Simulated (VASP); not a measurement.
A run of VASP 6.6.1 is set up as follows.

Contents of INCAR:

```
ALGO = Fast ; EDIFF = 1E-7
ENCUT = 520 ; GGA = PE
ISIF = 2 ; ISMEAR = -1
LASPH = T ; LCHARG = F
LMAXMIX = 4 ; LREAL = F
LWAVE = F ; NBANDS = 12
NELM = 60 ; PREC = Accurate
SIGMA = 0.05
```

KPOINTS

```
k-points
0
Gamma
  10 10 10
```

Contents of POSCAR:

```
Zr
1.0
   -1.8100000000      1.8100000000      1.8100000000
    1.8100000000     -1.8100000000      1.8100000000
    1.8100000000      1.8100000000     -1.8100000000
Zr
1
Direct
    0.0000000000      0.0000000000      0.0000000000
```

File KPOINTS_OPT:

```
path GHNGPH,PN
15
line-mode
reciprocal
 0.0000000000  0.0000000000  0.0000000000  G
 0.5000000000 -0.5000000000  0.5000000000  H

 0.5000000000 -0.5000000000  0.5000000000  H
 0.0000000000  0.0000000000  0.5000000000  N

 0.0000000000  0.0000000000  0.5000000000  N
 0.0000000000  0.0000000000  0.0000000000  G

 0.0000000000  0.0000000000  0.0000000000  G
 0.2500000000  0.2500000000  0.2500000000  P

 0.2500000000  0.2500000000  0.2500000000  P
 0.5000000000 -0.5000000000  0.5000000000  H

 0.2500000000  0.2500000000  0.2500000000  P
 0.0000000000  0.0000000000  0.5000000000  N
```

Potentials or basis: VASP PAW PBE potentials, release 64 (Zr_sv).

The run is started by

```sh
$ cat potpaw_PBE.64/Zr_sv/POTCAR > POTCAR
$ mpirun -np 1 vasp_std > vasp.out
```

Task: Predict the pressure.

Result: -3.3 GPa.

Task: Predict the band gap along the path.

Result: None (metal or under the smearing width).

Levels at the corners of the path, in eV from the Fermi level:
```csv
point,band 4,band 5,band 6,band 7,band 8,band 9
Γ,-26.11,-5.38,1.07,1.07,1.07,3.49
H,-26.74,-2.50,-2.50,5.47,5.47,5.47
H,-26.74,-2.50,-2.50,5.47,5.47,5.47
N,-26.12,-2.77,-0.67,1.47,3.47,4.13
N,-26.12,-2.77,-0.67,1.47,3.47,4.13
Γ,-26.11,-5.38,1.07,1.07,1.07,3.49
Γ,-26.11,-5.38,1.07,1.07,1.07,3.49
P,-26.57,-0.57,-0.57,-0.57,4.24,4.24
P,-26.57,-0.57,-0.57,-0.57,4.24,4.24
H,-26.74,-2.50,-2.50,5.47,5.47,5.47
P,-26.57,-0.57,-0.57,-0.57,4.24,4.24
N,-26.12,-2.77,-0.67,1.47,3.47,4.13
```
